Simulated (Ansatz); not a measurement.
Theory: DFT PBE, scalar-relativistic, plane waves, PAW in Ansatz 0.2.0. All cells share a 420 eV cutoff and Γ-centred k meshes spaced at most about 0.3 Å⁻¹ (about 0.25 or finer for metals, 2π included). Spin is collinear in cells that carry moments; the others ran without spin or lost their moments.

These are static total energies at zero pressure.

Two relaxed structures of Sc5Al:

A. (parallel moments up to 0.2 μB)

```
CELL_PARAMETERS angstrom
3.26318 0.00000 0.00000
-1.63159 2.82599 0.00000
0.00000 0.00000 15.28789
ATOMIC_POSITIONS crystal
Sc 0.33333 0.66667 0.84562
Sc 0.33333 0.66667 0.15438
Sc 0.00000 0.00000 0.67123
Sc 0.00000 0.00000 0.32877
Sc 0.33333 0.66667 0.50000
Al 0.00000 0.00000 0.00000
```

B. (no moments)

```
CELL_PARAMETERS angstrom
5.59123 0.00000 0.00000
-2.79562 4.84215 0.00000
0.00000 0.00000 5.06475
ATOMIC_POSITIONS crystal
Sc 0.00000 0.68504 0.00000
Sc 0.68504 0.00000 0.00000
Sc 0.31496 0.31496 0.00000
Sc 0.33333 0.66667 0.50000
Sc 0.66667 0.33333 0.50000
Al 0.00000 0.00000 0.50000
```

**Question.** Which form is favoured at zero pressure, and by what margin per atom?

**Answer.** B is lower, by 55 meV/atom. A has Sc and Al ordered on hcp sites, space group P-6m2 (No. 187), 23.5 Å³/atom and no gap on its mesh; B has Sc and Al ordered on hcp sites, space group P-62m (No. 189), 22.9 Å³/atom and no gap. Counting all near atoms (those within 1.25 times the shortest distance at each site), A and B both have Sc 12, Al 12. Their magnetic states differ too. Both come from invented guesses. The lowest form computed isn't among them: it has Sc and Al ordered on fcc sites, space group P4/mmm (No. 123), 23.0 Å³/atom and lies 24 meV/atom below the best shown.

Another magnetic order may lie lower. Cells relaxed within their symmetry can be saddle points. Some structure types and database cells were kept out of the candidates from the start, so a known form may be missing.
